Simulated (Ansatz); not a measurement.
NaI: the change of pressure and energy less free atoms with volume scale

Periodic Kohn-Sham DFT of a crystal at fixed atoms, scaled to volume_scale times the given cell; pressure positive in compression, energy less spherical unpolarised free atoms, largest_vzz the field gradient of largest size among the nuclei. The results are calculated, by Ansatz 0.2.0.

The cell before it is scaled or strained (space group Fm-3m, No. 225):
```
CELL_PARAMETERS angstrom
0.00000 3.23640 3.23640
3.23640 0.00000 3.23640
3.23640 3.23640 0.00000
ATOMIC_POSITIONS crystal
Na 0.00000 0.00000 0.00000
I 0.50000 0.50000 0.50000
```

Settings of every row: method all-electron LAPW; functional PBE; relativity scalar; k mesh 8x8x8; filling fermi-dirac; smearing width 0.02 eV; basis error target 1 meV/atom; nucleus gaussian.

Atom start moment: 0 on all atoms.

Limits: no spin-orbit coupling on heavy atoms.

| row | volume scale | V (Å³/atom) | pressure (GPa) | energy less free atoms (eV/atom) |
| --- | --- | --- | --- | --- |
| 1 | 0.9405 | 31.882 | 1.638 | -2.6711 |
| 2 | 0.98 | 33.221 | 0.793 | -2.6811 |
| 3 | 1 | 33.899 | ? | ? |
| 4 | 1.02 | 34.577 | 0.107 | -2.6848 |
| 5 | 1.06 | 35.933 | -0.442 | -2.6832 |

Question: what pressure and energy less free atoms should row 3 give?

Worked fit of pressure. Take u = (V_r/V)^(2/3) − 1 with V_r = 33.899 Å³ an atom, which is twice the finite (Eulerian) strain; such expansions in the strain, on which the Birch-Murnaghan equation of state is built, carry the rest volume and the bulk modulus. The shown rows have u = 0.04174, 0.01356, -0.01312, -0.0381. Least squares give pressure = 0.4309 + 25.768 × u + 75.3 × u² GPa; a straight line predicts inner rows, each left out in turn, worse (root mean square 0.076 against 0.0027 GPa). The rows lie off it by 0.000, -0.001, 0.001, 0.000. The pressure vanishes at u = -0.0176, or V = 34.82 Å³ an atom, and there the bulk modulus at fixed shape and fractions is B = −V dP/dV = (2/3)(1 + u) dP/du = 15.1 GPa. The withheld row has u = 0, so the fit gives 0.4309 + 25.768 × (0) + 75.3 × (0)² = 0.431 GPa.

The calculation gave 0.431 GPa. The fit meets it to the printed digit.

Worked fit of energy less free atoms. Take u = (V_r/V)^(2/3) − 1 with V_r = 33.899 Å³ an atom, which is twice the finite (Eulerian) strain; such expansions in the strain, on which the Birch-Murnaghan equation of state is built, carry the rest volume and the bulk modulus. The shown rows have u = 0.04174, 0.01356, -0.01312, -0.0381. Least squares give energy less free atoms = −2.68368 + 0.1372 × u + 3.933 × u² eV/atom; a straight line predicts inner rows, each left out in turn, worse (root mean square 0.004 against 7.7e-06 eV/atom). All shown rows lie on it to the printed digit. Its lowest point lies at u = -0.0174, or V = 34.81 Å³ an atom, and the curvature there gives the bulk modulus at fixed shape and fractions, B = (4/9)(1 + u)² E″(u)/V = 15.5 GPa. The withheld row has u = 0, so the fit gives −2.68368 + 0.1372 × (0) + 3.933 × (0)² = -2.6837 eV/atom.

The calculation gave -2.6837 eV/atom. The fit meets it to the printed digit.
